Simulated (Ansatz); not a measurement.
## SiMo3 under changes of volume

One of the cells (14.607 Å³/atom); the others are scaled copies at fixed shape and fractional positions:

```
Mo Si
1.0
     4.88900    0.00000    0.00000
     0.00000    4.88900    0.00000
     0.00000    0.00000    4.88900
Mo Si
6 2
Direct
  0.00000 0.50000 0.25000
  0.00000 0.50000 0.75000
  0.50000 0.25000 0.00000
  0.75000 0.00000 0.50000
  0.50000 0.75000 0.00000
  0.25000 0.00000 0.50000
  0.50000 0.50000 0.50000
  0.00000 0.00000 0.00000
```

| Quantity | Value |
| --- | --- |
| Program | Ansatz 0.2.0 |
| Functional | PBEsol |
| Potentials or basis | Ansatz PAW |
| Cutoff | 420 eV (not typed: the program's choice for these potentials) |
| k mesh | 6 × 6 × 6 |
| Occupations | fermi-dirac, width 0.05 eV |
| Spin | no spin polarisation |

```csv
volume (Å³/atom),energy over the lowest point (meV/atom),pressure (GPa)
13.731,24.46,13.2
14.023,6.61,6.7
14.315,0.00,0.9
14.607,3.46,-4.4
14.899,15.93,-9.0
15.192,?,?
15.484,64.34,-17.0
```

Question: What does the run at 15.192 Å³/atom give?

Answer: Energy over the lowest point 36.50 meV/atom; pressure -13.3 GPa.

Worked out: A Birch-Murnaghan fit of order 3 (a polynomial in V^(-2/3)) to the other rows has its minimum at 14.36 Å³/atom with B0 = V·E''(V) = 267 GPa and B' = 4.4. It gives 36.55 meV/atom at 15.192 Å³/atom, against the run's 36.50, and -dE/dV = -13.3 GPa, against -13.3.

Energies are extrapolated to zero smearing.

Caveats: the PAW data sets come from PBE, with cores solved anew for the run's functional, which leaves a small shift of forces and pressure.
